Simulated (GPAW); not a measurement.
AgBr:

```
CELL_PARAMETERS angstrom
0.00000 2.87015 2.87015
2.87015 0.00000 2.87015
2.87015 2.87015 0.00000
ATOMIC_POSITIONS crystal
Ag 0.00000 0.00000 0.00000
Br 0.50000 0.50000 0.50000
```

Base run:

| Property | Result |
| --- | --- |
| Program | GPAW 26.7.0 |
| Functional | PBEsol |
| Potentials or basis | PAW data sets generated in the run's folder for this functional |
| Cutoff | 600 eV |
| Basis | pw |
| k mesh | 8 × 8 × 8 |
| Occupations | fermi-dirac, width 0.05 eV |
| Spin | no spin polarisation |

Its results: band gap on the k mesh 0.49 eV, indirect (least direct gap 2.46 eV); pressure -1.4 GPa.

Q: The run is repeated on the same cell with these changes: hubbard terms from none to Ag d U = 8 eV. What comes out?

A: Band gap on the k mesh 1.77 eV, indirect (least direct gap 2.77 eV); pressure 0.0 GPa.

The U term pushes filled and empty states of the shell apart.
